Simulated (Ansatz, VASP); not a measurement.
**One calculation of CdS (Greenockite), two programs**

```xyz
4
Lattice="4.1500 0.0000 0.0000 -2.0750 3.5940 0.0000 0.0000 0.0000 6.7370" Properties=species:S:1:pos:R:3 pbc="T T T"
Cd    2.0750    1.1980    3.3685
Cd    0.0000    2.3960    0.0000
S     2.0750    1.1980    5.8949
S     0.0000    2.3960    2.5264
```

Alike in both runs: task relaxation of cell and atoms; functional BLYP; k mesh 7 × 7 × 4; occupations fermi-dirac, width 0.05 eV; no spin polarisation.

|  | VASP | Ansatz |
| --- | --- | --- |
| version | VASP 6.6.1 | Ansatz 0.2.0 |
| potentials or method | VASP PAW PBE potentials, release 64 (Cd, S) | Ansatz PAW |
| plane-wave cutoff (eV) | 600 | 420 |
| valence electrons in the cell | 36 | 52 |

Ansatz gave:

```
relaxed volume (Å³/atom)                                     : 27.55
relaxed cell length with the largest relative difference (Å) : 6.970
energy change over the relaxation (meV/atom)                 : -37
```

Question: Estimate VASP's values.

Answer: Relaxed volume (Å³/atom): 27.68; relaxed cell length with the largest relative difference (Å): 6.983; energy change over the relaxation (meV/atom): -42.

The two sets of potentials don't hold the same shells in valence.

Caveats: the PAW data sets were made with another functional, which shifts forces and pressure a little (VASP); the volume moved by +10 % from the deposited cell, more than functionals usually miss (VASP); the plane-wave basis is chosen anew once the cell has moved, so the energies of steps on either side of that aren't comparable (Ansatz); the PAW data sets come from PBE, with cores solved anew for the run's functional, which leaves a small shift of forces and pressure (Ansatz). Zero-point motion and thermal expansion aren't in these numbers. BLYP gives volumes clearly too large for solids.
